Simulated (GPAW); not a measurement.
Here is a GPAW 26.7.0 calculation.

run.py

```python
import numpy as np
from ase import Atoms
from ase.dft.bandgap import bandgap
from ase.io import write
from gpaw import GPAW, PW
from gpaw.response.df import DielectricFunction

atoms = Atoms(['Sn', 'Se', 'Se'],
              cell=[[3.811, 0.0, 0.0],
                    [-1.9055, 3.3004228138, 0.0],
                    [0.0, 0.0, 6.136]],
              scaled_positions=[[0.0, 0.0, 0.0],
                                [0.6666666667, 0.3333333333, 0.751],
                                [0.3333333333, 0.6666666667, 0.249]],
              pbc=True)

calc = GPAW(mode=PW(400),
            xc='PBE',
            kpts={'size': (7, 7, 4), 'gamma': True},
            occupations={'name': 'fermi-dirac', 'width': 0.001},
            nbands=24,
            convergence={'density': 1e-06},
            maxiter=150,
            txt='gpaw.txt')
atoms.calc = calc
energy = atoms.get_potential_energy()
calc.write('gs.gpw')
write('result.traj', atoms)
print(f'Energy: {energy:.6f} eV')
print('Fermi level:', round(calc.get_fermi_level(), 4), 'eV')
print(f'Gap: {bandgap(calc)[0]:.4f} eV, direct: {bandgap(calc, direct=True)[0]:.4f} eV')

for size in [(16, 16, 9)]:
    name = 'x'.join(str(n) for n in size)
    dense = calc.fixed_density(kpts={'size': size, 'gamma': True},
                               nbands=49, convergence={'bands': 43, 'eigenstates': 1e-7},
                               update_fermi_level=True, txt=f'dense-{name}.txt')
    dense.write(f'{name}.gpw', mode='all')
    df = DielectricFunction(f'{name}.gpw', frequencies=np.array([0.0]), hilbert=False, eta=0.001,
                            ecut=80, nbands=43, intraband=False, txt=f'df-{name}.txt')
    for xc in ['RPA']:
        for direction in ['x', 'y', 'z', [0, 1, 1], [1, 0, 1], [1, 1, 0]]:
            e0, e = df.get_macroscopic_dielectric_constant(xc=xc, direction=direction)
            print(f'{name} {xc} {direction}: {e0:.4f} without, {e:.4f} with local fields')
```

Potentials or basis: GPAW PAW data sets (gpaw-data 1.2.1), pw.

The run is started by

```console
$ OMP_NUM_THREADS=1 python run.py
```

What does it give for the electronic dielectric tensor (diagonal)?

10.27, 10.27, 8.14.

Estimate the band gap on the k mesh.

0.82 eV, indirect (least direct gap 1.10 eV).

Electronic dielectric tensor:
```
10.27  0.00  0.00
 0.00 10.27  0.00
 0.00  0.00  8.14
```

Caveat: the long-wavelength limit can be off by a per cent or two; spin-orbit coupling is left out, which moves the levels of the heavy elements; an odd mesh through Γ misses points on the zone boundary, where band edges often lie.
